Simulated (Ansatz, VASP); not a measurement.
# Be in VASP and in Ansatz

```
CELL_PARAMETERS angstrom
-1.29935 1.29935 1.29935
1.29935 -1.29935 1.29935
1.29935 1.29935 -1.29935
ATOMIC_POSITIONS crystal
Be 0.00000 0.00000 0.00000
```

Alike in both runs: task single point; functional BLYP; k mesh 20 × 20 × 20; occupations fermi-dirac, width 0.1 eV; no spin polarisation.

|  | VASP | Ansatz |
| --- | --- | --- |
| version | VASP 6.6.1 | Ansatz 0.2.0 |
| potentials or method | VASP PAW PBE potentials, release 64 (Be) | plane waves (420 eV) with PAW, scalar-relativistic |
| plane-wave cutoff (eV) | 520 | 420 |
| valence electrons in the cell | 2 | 2 |

|  | VASP | Ansatz | Ansatz less VASP |
| --- | --- | --- | --- |
| pressure (GPa) | -11.2 | -11.3 | -0.08 |

Caveats: the PAW data sets were made with another functional, which shifts forces and pressure a little (VASP).
